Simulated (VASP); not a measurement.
## VASP 6.6.1 run: InSb

INCAR

```
PREC = Accurate
ENCUT = 520
IBRION = -1
EDIFF = 1E-7
NSW = 0
ISMEAR = -1
GGA = PE
NBANDS = 16
LCHARG = .FALSE.
ISIF = 2
NELM = 57
LWAVE = .FALSE.
LREAL = .FALSE.
LASPH = .TRUE.
SIGMA = 0.02
```

KPOINTS

```
KPOINTS created by Atomic Simulation Environment
0
Monkhorst-Pack
6 6 6
0 0 0
```

POSCAR

```
In Sb
 1.0000000000000000
     0.0000000000000000    3.3451032778999998    3.2078164450000002
     3.3451032778999998    0.0000000000000000    3.2078164450000002
     3.3451032778999998    3.3451032778999998    0.0000000000000000
 In  Sb
   1   1
Cartesian
  0.0000000000000000  0.0000000000000000  0.0000000000000000
  1.6725516389499999  1.6725516389499999  1.6039082225000005
```

The recommended PBE PAW datasets give the neutral cell 18 valence electrons.

Command

```
mpirun -np 1 vasp_std
```

How does this run end, and what does it give?

It converged. Results: gap between bands v and c on the k mesh 0.50 eV; least direct gap on the k mesh 0.60 eV; pressure 0.6 GPa. Band v is the last that the valence electrons fill when counted band by band, and c is the next.

OSZICAR

```
N       E                     dE             d eps       ncg     rms          rms(c)
DAV:   1     0.111820433757E+03    0.11182E+03   -0.79188E+03  2024   0.110E+03
DAV:   2    -0.670843321700E-02   -0.11183E+03   -0.10834E+03  2336   0.275E+02
DAV:   3    -0.683976526118E+01   -0.68331E+01   -0.68138E+01  2568   0.709E+01
DAV:   4    -0.703309388525E+01   -0.19333E+00   -0.19329E+00  2552   0.139E+01
DAV:   5    -0.704402721075E+01   -0.10933E-01   -0.10933E-01  3032   0.271E+00    0.381E+00
DAV:   6    -0.695305210970E+01    0.90975E-01   -0.15108E-01  2952   0.563E+00    0.221E+00
DAV:   7    -0.694216983299E+01    0.10882E-01   -0.62529E-02  2624   0.225E+00    0.593E-01
DAV:   8    -0.694327848353E+01   -0.11087E-02   -0.72160E-03  2600   0.946E-01    0.217E-01
DAV:   9    -0.694391023327E+01   -0.63175E-03   -0.88727E-04  2480   0.259E-01    0.702E-02
DAV:  10    -0.694396547787E+01   -0.55245E-04   -0.50306E-05  2856   0.461E-02    0.324E-02
DAV:  11    -0.694400888903E+01   -0.43411E-04   -0.77754E-05  2248   0.539E-02    0.220E-02
DAV:  12    -0.694401009783E+01   -0.12088E-05   -0.12756E-06  2664   0.747E-03    0.689E-03
DAV:  13    -0.694401081297E+01   -0.71514E-06   -0.15502E-06  2312   0.773E-03    0.443E-03
DAV:  14    -0.694401053492E+01    0.27805E-06   -0.68791E-08  2288   0.155E-03    0.117E-03
DAV:  15    -0.694401055983E+01   -0.24908E-07   -0.18584E-08  1512   0.106E-03
   1 F= -.69440106E+01 E0= -.69440105E+01  d E =-.395449E-07
```

The shifted mesh misses Γ, so a band edge there is missed.

For comparison, a separate PBE run of the intended cell, on usual settings and not on those above, gives a gap of 0.18 eV on its mesh and a pressure of 0.7 GPa.
